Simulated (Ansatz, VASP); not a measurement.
Pt in VASP and in Ansatz

```
Pt
1.0
     4.54355    0.00000    0.00000
    -2.27178    3.93483    0.00000
     0.00000    0.00000    2.72511
Pt
3
Direct
  0.00000 0.00000 0.00000
  0.33333 0.66667 0.50000
  0.66667 0.33333 0.50000
```

Alike in both runs: functional PBE; k mesh 8 × 8 × 11; occupations fermi-dirac, width 0.05 eV; no spin polarisation.

Ansatz relaxed the structure, and its values are those at the end. VASP's run is a single point on that final structure, the one shown.

|  | VASP | Ansatz |
| --- | --- | --- |
| version | VASP 6.6.1 | Ansatz 0.2.0 |
| potentials or method | VASP PAW PBE potentials, release 64 (Pt) | PAW with Ansatz's default frozen-core files, scalar-relativistic |
| plane-wave cutoff (eV) | 520 | 420 |
| valence electrons in the cell | 30 | 54 |

```tsv
	VASP	Ansatz	Ansatz less VASP
pressure (GPa)	-3.4	-2.9	+0.48
```

The functional is the same, so the differences come from potentials, cutoffs and numerics. The two sets of potentials don't hold the same shells in valence.

Spin-orbit coupling is left out, which matters for the levels of Pt.
